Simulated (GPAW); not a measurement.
# CdS (Greenockite): single point with PBE

**What was measured.**

From “Isotope dependence of band-gap energy”, 2008, arxiv:0807.2152, for a bulk crystal of CdS: band gap 2.5809 ± 0.0002 eV.

CdS (Greenockite):

```xyz
4
Lattice="4.1500 0.0000 0.0000 -2.0750 3.5940 0.0000 0.0000 0.0000 6.7370" Properties=species:S:1:pos:R:3 pbc="T T T"
Cd    2.0750    1.1980    3.3685
Cd    0.0000    2.3960    0.0000
S     2.0750    1.1980    5.8949
S     0.0000    2.3960    2.5264
```

```
Program             : GPAW 26.7.0
Task                : single point
Functional          : PBE
Potentials or basis : GPAW PAW data sets (gpaw-data 1.2.1)
Cutoff              : 450 eV
Basis               : pw
k mesh              : 6 × 6 × 3
Occupations         : fermi-dirac, width 0.05 eV
Spin                : no spin polarisation
```

* Pressure: 1.0 GPa
* Largest force: 0.067 eV/Å
* Band gap on the k mesh: 1.18 eV, direct

Forces on the atoms (eV/Å):
```
Cd   0.000  0.000 -0.067
Cd   0.000  0.000 -0.067
S    0.000  0.000  0.067
S    0.000  0.000  0.067
```

Stress tensor (GPa, compression positive):
```
0.79 0.00 0.00
0.00 0.79 0.00
0.00 0.00 1.43
```

Levels at points of the mesh, in eV from the valence-band top:
```csv
k point,band 15,band 16,band 17,band 18,band 19,band 20,band 21,band 22
"(0.00, 0.00, 0.00)",-0.76,-0.04,0.00,0.00,1.18,2.77,6.42,6.42
"(0.50, 0.50, 0.00)",-2.63,-1.86,-1.29,-0.73,3.69,3.88,5.10,6.35
```

It took 18 s on 1 thread of AMD EPYC 7B13 (Zen 3), with other jobs on the host, peak memory 0.17 GiB.

Against the measured gap of CdS, 2.5809 eV (quoted in “Isotope dependence of band-gap energy”, 2008, arxiv:0807.2152), the calculated 1.18 eV is off by -1.40 eV. So large a miss can be the level of theory's own, or it may mean another phase, state or a wrong row. Spin-orbit coupling on Cd is left out. The value is that of PBE, without temperature or zero-point motion. Semilocal functionals fall short of measured gaps as a rule.

Caveat: the cutoff is short for stress and forces, so pressures can be off by a GPa or more.
